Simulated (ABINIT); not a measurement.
Runs of ABINIT 10.8.3 (patched build) on BN. It takes space group R3m (No. 160, trigonal). Conventional cell: a = 2.502 Å, b = 2.502 Å, c = 10.119 Å, α = 90.00°, β = 90.00°, γ = 120.00°. N (site symmetry 3m) has 3 B at 1.44 Å as nearest neighbours. B (site symmetry 3m) is surrounded by 3 N at 1.44 Å. The cell is a database's computed one.

```csv
task,level,potentials or basis,k mesh,cutoff (eV),fine-grid cutoff,most SCF steps,thinning of the exchange mesh (fockdownsampling),dielectric constant that sets the share,gap on the mesh (eV),pressure (GPa)
band structure,r2SCAN,JTH PAW PBE v2.0,12 × 12 × 12,844,1442.2 eV,-,-,-,(b),3.4
single point,PBE-EpsX,PseudoDojo NC SR PBE v0.4.1 standard,8 × 8 × 8,952,-,60,2 × 2 × 2,3.97826,(c),-
band structure,PBEsol,JTH PAW PBE v2.0,12 × 12 × 12,707,1306.15 eV,-,-,-,4.17,1.1
band structure,TB-mBJ,JTH PAW LDA v2.0,12 × 12 × 12,844,1442.2 eV,-,-,-,(a),-
band structure,LDA,JTH PAW LDA v2.0,12 × 12 × 12,707,1306.15 eV,-,-,-,4.09,-4.2
```

Alike in all rows: no spin polarisation; cell as given; smearing fermi-dirac 0.05 eV.

Q: Estimate the missing entries.

A: (a) 5.90; (b) 4.80; (c) 6.29.

Caveats: the atomic spheres overlap (some runs); the PAW data sets were made with another functional, which shifts forces and pressure a little (some runs); the potentials were made for another functional, which shifts forces and pressure (some runs); the constant c of TB-mBJ comes from the pseudo density here, which moves gaps by up to 0.3 eV between sets of potentials (some runs).

A k mesh can miss the band edges.

Runs at the PBE level aren't shown here.
